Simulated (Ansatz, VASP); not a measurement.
# One calculation of CaSe, two programs

```xyz
2
Lattice="0.0000 2.9555 2.9555 2.9555 0.0000 2.9555 2.9555 2.9555 0.0000" Properties=species:S:1:pos:R:3 pbc="T T T"
Ca    2.9555    2.9555    2.9555
Se    0.0000    0.0000    0.0000
```

Alike in both runs: task single point; functional PBEsol; k mesh 10 × 10 × 10; occupations gaussian, width 0.05 eV; no spin polarisation.

```csv
,VASP,Ansatz
version,VASP 6.6.1,Ansatz 0.2.0
potentials or method,"VASP PAW PBE potentials, release 64 (Ca_sv, Se)","scalar-relativistic, plane waves, PAW"
plane-wave cutoff (eV),520,420
valence electrons in the cell,16,26
```

```csv
,VASP,Ansatz,Ansatz less VASP
gap on the k mesh at the Fermi level (eV),1.92,1.93,+0.012
least direct gap on the mesh (eV),2.87,2.88,+0.011
pressure (GPa),-0.9,-1.1,-0.19
```

With one functional, cell and mesh, what is left measures potentials, basis and numerics. The two sets of potentials don't hold the same shells in valence.

Caveats: the PAW data sets were made with another functional, which shifts forces and pressure a little (VASP). A k mesh can miss the band edges.
